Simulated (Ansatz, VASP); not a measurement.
## TiTe2 in VASP and in Ansatz

The input INCAR:

```
SYSTEM = TiTe2
PREC = Accurate ; ENCUT = 520
EDIFF = 1E-7 ; ISMEAR = -1
SIGMA = 0.05 ; LREAL = .False.
LASPH = .True. ; NELM = 60
ALGO = Normal ; ISIF = 2
LWAVE = .False. ; LCHARG = .False.
GGA = PE ; NBANDS = 19
```

The input KPOINTS:

```
regular mesh
0
Gamma
  8 8 4
  0 0 0
```

Contents of POSCAR:

```
TiTe2
1.0
    3.6998967326      0.0000000000      0.0000000000
   -1.8499483663      3.2042045618      0.0000000000
    0.0000000000      0.0000000000      6.3653505344
Te Ti
2 1
Direct
    0.3333333333      0.6666666667      0.7372000000
    0.6666666667      0.3333333333      0.2628000000
    0.0000000000      0.0000000000      0.0000000000
```

input.yaml

```yaml
crystal:
  lattice:
    - [3.6998967326, 0.0, 0.0]
    - [-1.8499483663, 3.2042045618, 0.0]
    - [0.0, 0.0, 6.3653505344]
  atoms:
    - { symbol: Te, position: [0.3333333333, 0.6666666667, 0.7372] }
    - { symbol: Te, position: [0.6666666667, 0.3333333333, 0.2628] }
    - { symbol: Ti, position: [0.0, 0.0, 0.0] }
hamiltonian:
  xc: pbe
  pseudopotentials: { kind: paw }
kpoints:
  mp_grid: { grid: [8, 8, 4] }
scf:
  occupations: { method: fermi_dirac, width: 0.05 }
output:
  forces: true
  stress: true
  eigenvalues: true
```

Change from the starting cell: volume scaled by 0.94.

Alike in both runs: task single point; functional PBE; k mesh 8 × 8 × 4; occupations fermi-dirac, width 0.05 eV; no spin polarisation.

|  | VASP | Ansatz |
| --- | --- | --- |
| version | VASP 6.6.1 | Ansatz 0.2.0 |
| potentials or method | VASP PAW PBE potentials, release 64 (Te, Ti_sv) | Ansatz PAW |
| plane-wave cutoff (eV) | 520 | 420 |
| valence electrons in the cell | 24 | 44 |

Ansatz gave:

```
gap on the k mesh at the Fermi level (eV)       : none
pressure (GPa)                                  : 5.5
largest component of the traceless stress (GPa) : 0.70
rms of the force components (eV/Å)              : 0.273
```

Problem. Estimate VASP's values.

Solution. gap on the k mesh at the Fermi level (eV): none; pressure (GPa): 5.5; largest component of the traceless stress (GPa): 0.70; rms of the force components (eV/Å): 0.277.

Atom by atom the forces differ by 0.004 eV/Å (rms over components). A gap of «none» marks a metal or a gap that the smearing closes. The two sets of potentials don't hold the same shells in valence.

Caveats: this functional lacks dispersion, which binds the layers, so the pressure and a relaxed spacing across them are unreliable. Spin-orbit coupling is left out, which matters for the levels of Te.
